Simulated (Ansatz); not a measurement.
A: Sb$_{2}$Te$_{3}$ (Bi2Te3 type, space group R-3m), a = 4.2764 Å, b = 4.2764 Å, c = 29.8258 Å, α = 90.00°, β = 90.00°, γ = 120.00°
B: TaS$_{2}$ (CdI2 type), a = b = 3.329 Å, c = 5.786 Å, α = β = 90.00°, γ = 120.00°
C: Sb (A7 type, space group R-3m), a = b = 4.3216 Å, c = 11.0390 Å, α = β = 90.00°, γ = 120.00°

Scan: energy against volume (even scaling of the relaxed cell, symmetry kept). One method and one kind of scan serve all of them; meshes and ranges differ. All were relaxed with their symmetry unable to fall. Spin-orbit coupling is left out. TaS2 is run without spin polarisation. The PAW data are Ansatz's earlier set.

**Question.** Put the candidates in order of bulk modulus at fixed cell shape (fitted), lowest first, for PBE-D3(BJ) (plane waves to 420 eV, PAW, scalar-relativistic; Ansatz, a program for electronic structure).

**Answer.** A (40.3 GPa), C (46.2 GPa), B (59.1 GPa)

(Under strain, the slope of the energy per volume gives the stress and its curvature an elastic modulus.)
